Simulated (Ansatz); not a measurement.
Bulk crystal (Bi2Te3) after relaxation:

```cif
data_structure
_symmetry_space_group_name_H-M 'P 1'
_symmetry_Int_Tables_number 1
_cell_length_a 10.4194
_cell_length_b 10.4194
_cell_length_c 10.4194
_cell_angle_alpha 24.271
_cell_angle_beta 24.271
_cell_angle_gamma 24.271
_cell_volume 168.00
loop_
_atom_site_label
_atom_site_type_symbol
_atom_site_fract_x
_atom_site_fract_y
_atom_site_fract_z
_atom_site_occupancy
Bi1 Bi 0.39983 0.39983 0.39983 1
Bi2 Bi 0.60017 0.60017 0.60017 1
Te1 Te 0.00000 0.00000 0.00000 1
Te2 Te 0.21001 0.21001 0.21001 1
Te3 Te 0.78999 0.78999 0.78999 1
```

Miller indices refer to the conventional cell of R-3m (No. 166), a = 4.381 Å, b = 4.381 Å, c = 30.323 Å, α = 90.00°, β = 90.00°, γ = 120.00°. The bulk's gap is 0.22 eV.

The (001) slab of 9 planes, 16.2 Å thick with 15 Å of vacuum as cut; outer planes Bi (top) and Bi (bottom).

Level of theory: DFT PBEsol, scalar-relativistic, plane waves, PAW (Ansatz 0.2.0). Settings: cutoff 420 eV, Γ-centred mesh 9×9×1 on the computed 9-atom cell, Gaussian smearing of 0.05 eV; no spin polarisation. The cell repeats along c with a dipole correction in the vacuum.

The slab isn't stoichiometric (Bi4Te5), so its surface energy depends on the chemical potentials; it is given with the excess atoms taken from the element's standard state, a limit at which the compound may itself be unstable, so the figure can be too low.

Results for the relaxed slab:

For the relaxed slab, the surface energy with the excess atoms taken from the elements is 0.93 J/m² and the gap of the slab on the mesh is none (metal or semimetal). The work function is 3.78 eV.

Relaxation lowers the energy by 0.072 J/m² a face; the largest move is 0.400 Å.

| plane (bottom to top) | atoms | spacing to next, bulk (Å) | relaxed (Å) | change (%) |
| --- | --- | --- | --- | --- |
| 1 | Bi | 1.723 | 1.602 | -7.0 |
| 2 | Te | 2.628 | 2.343 | -10.9 |
| 3 | Te | 1.723 | 1.752 | +1.7 |
| 4 | Bi | 2.016 | 1.995 | -1.1 |
| 5 | Te | 2.016 | 1.995 | -1.1 |
| 6 | Bi | 1.723 | 1.752 | +1.7 |
| 7 | Te | 2.628 | 2.343 | -10.9 |
| 8 | Te | 1.723 | 1.602 | -7.0 |
| 9 | Bi |  |  |  |

Spin-orbit coupling is left out, which matters for the bands of heavy elements. Gaps are read on the k points sampled, so a band crossing between them can be missed.